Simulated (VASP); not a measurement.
# From an Ansatz input to VASP: InP (zincblende)

Ansatz input

```yaml
crystal:
  lattice:
    - [0.0, 2.9537876445, 2.9537876445]
    - [2.9537876445, 0.0, 2.9537876445]
    - [2.9537876445, 2.9537876445, 0.0]
  atoms:
    - { symbol: In, position: [0.0, 0.0, 0.0] }
    - { symbol: P, position: [0.25, 0.25, 0.25] }
kpoints:
  mp_grid: { grid: [4, 4, 4] }
hamiltonian:
  xc: pbe
scf:
  occupations: { method: fixed }
gw:
  n_empty_bands: 153
  ecut_chi: 120
  qp_bands: [v2, c2]
  qp_kpoints: band_edges
  screening: { model: contour_deformation }
```

Task: Which VASP files do the same job?

Result: 

INCAR, step 1 (ground state)

```
PREC = Accurate
LASPH = .TRUE.
LCHARG = .FALSE.
ENCUT = 400
GGA = PE
ISMEAR = 0
LREAL = .FALSE.
EDIFF = 1E-7
LWAVE = .TRUE.
SIGMA = 0.01
NELM = 120
```

INCAR, step 2 (empty bands)

```
SIGMA = 0.01
LREAL = .FALSE.
EDIFF = 1E-7
LWAVE = .TRUE.
LOPTICS = .TRUE.
ALGO = Exact
PREC = Accurate
GGA = PE
NBANDS = 162
LCHARG = .FALSE.
ENCUT = 400
NELM = 1
ISTART = 1
ISMEAR = 0
LASPH = .TRUE.
```

INCAR, step 3 (GW)

```
ENCUTGWSOFT = 120
ALGO = EVGW0
LWAVE = .FALSE.
ISMEAR = 0
NELMGW = 1
NOMEGA = 64
GGA = PE
ENCUTGW = 120
NELM = 120
NBANDSGW = 17
NBANDS = 162
PRECFOCK = Fast
EDIFF = 1E-7
PREC = Accurate
ENCUT = 400
SIGMA = 0.01
ISTART = 1
LASPH = .TRUE.
LREAL = .FALSE.
LCHARG = .FALSE.
```

KPOINTS

```
KPOINTS created by Atomic Simulation Environment
0
Gamma
4 4 4
0 0 0
```

POSCAR

```
In P
 1.0000000000000000
     0.0000000000000000    2.9537876444616966    2.9537876444616966
     2.9537876444616966    0.0000000000000000    2.9537876444616966
     2.9537876444616966    2.9537876444616966    0.0000000000000000
 In  P
   1   1
Cartesian
  0.0000000000000000  0.0000000000000000 -0.0000000000000000
  1.4768938222308481  1.4768938222308481  1.4768938222308481
```

VASP ran with the GW set of PAW datasets (18 valence electrons in the cell). Other inputs would serve too.

```tsv
	Ansatz	VASP
PBE gap on the mesh	0.57 eV	0.56 eV
G₀W₀ gap on the mesh	1.05 eV	1.06 eV
```

The two codes use different PAW datasets and cutoffs. VASP's cell holds 18 valence electrons and Ansatz's 18. Both sum 153 empty bands with a screening cutoff of 120 eV, short of the basis and mesh limit, and the G₀W₀ gap is that of the linearised levels of the first step.
